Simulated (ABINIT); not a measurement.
Sb:

```
CELL_PARAMETERS angstrom
2.15420 1.24373 3.75800
-2.15420 1.24373 3.75800
0.00000 -2.48746 3.75800
ATOMIC_POSITIONS crystal
Sb 0.76651 0.76651 0.76651
Sb 0.23349 0.23349 0.23349
```

- Program: ABINIT 10.8.3 (patched build)
- Task: relaxation of cell and atoms
- Functional: r2SCAN
- Potentials or basis: JTH PAW PBE v2.0
- Cutoff: 517 eV
- k mesh: 4 × 4 × 4
- Occupations: fermi-dirac, width 0.05 eV
- Spin: no spin polarisation

At the start: pressure 1.9 GPa; volume 30.21 Å³/atom.

Question: Where does the relaxation end?

Answer: Over 9 steps the energy falls by 14.5 meV/atom and the volume is 31.91 Å³/atom (+5.6 %); space group R-3m (No. 166, to 0.05 Å).

Step by step:
| step | energy change (eV) | largest force (eV/Å) | pressure (GPa) | volume (Å³) |
| --- | --- | --- | --- | --- |
| 1 | 0.0000 | 0.2033 | 1.86 | 60.41 |
| 2 | -0.0047 | 0.2145 | 1.57 | 60.76 |
| 3 | -0.0229 | 0.2275 | -0.47 | 63.45 |
| 4 | -0.0241 | 0.1968 | -0.42 | 63.49 |
| 5 | -0.0280 | 0.0121 | 0.09 | 63.50 |
| 6 | -0.0280 | 0.0055 | 0.08 | 63.52 |
| 7 | -0.0285 | 0.0458 | -0.23 | 63.96 |
| 8 | -0.0288 | 0.0243 | -0.08 | 63.84 |
| 9 | -0.0289 | 0.0027 | 0.03 | 63.82 |

Final structure:
```
CELL_PARAMETERS angstrom
2.18857 1.26357 3.84657
-2.18857 1.26357 3.84657
0.00000 -2.52714 3.84657
ATOMIC_POSITIONS crystal
Sb 0.77066 0.77066 0.77066
Sb 0.22934 0.22934 0.22934
```

Caveat: the k mesh is coarse (spacing up to 0.44 Å⁻¹), so the values aren't converged; the PAW data sets were made with another functional, which shifts forces and pressure a little.
